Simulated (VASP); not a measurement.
## Al: single point with PBE

Al:

```
CELL_PARAMETERS angstrom
-1.60724 1.60724 1.60724
1.60724 -1.60724 1.60724
1.60724 1.60724 -1.60724
ATOMIC_POSITIONS crystal
Al 0.00000 0.00000 0.00000
```

The cell was built by a generator and needn't be a form met in nature.

- Program: VASP 6.6.1
- Task: single point
- Functional: PBE
- Potentials or basis: VASP PAW PBE potentials, release 64 (Al)
- Cutoff: 520 eV
- k mesh: 8 × 8 × 8
- Occupations: gaussian, width 0.05 eV
- Spin: no spin polarisation

| Property | Result |
| --- | --- |
| Pressure | 2.1 GPa |
| Band gap on the k mesh | none (metal or under the smearing width) |

Levels at points of the mesh, in eV from the Fermi level:
| k point | band 1 | band 2 | band 3 | band 4 | band 5 |
| --- | --- | --- | --- | --- | --- |
| (0.00, 0.00, 0.00) | -11.21 | 13.10 | 13.10 | 13.10 | 14.48 |
| (0.50, 0.00, 0.00) | -4.42 | -3.98 | 7.99 | 8.13 | 9.81 |
| (0.50, 0.50, 0.50) | 1.73 | 1.73 | 1.73 | 2.87 | 2.87 |

Run time: 2.8 s on 1 thread of Intel(R) Xeon(R) Platinum 8488C (Sapphire Rapids) (shared host), peak memory 0.12 GiB.
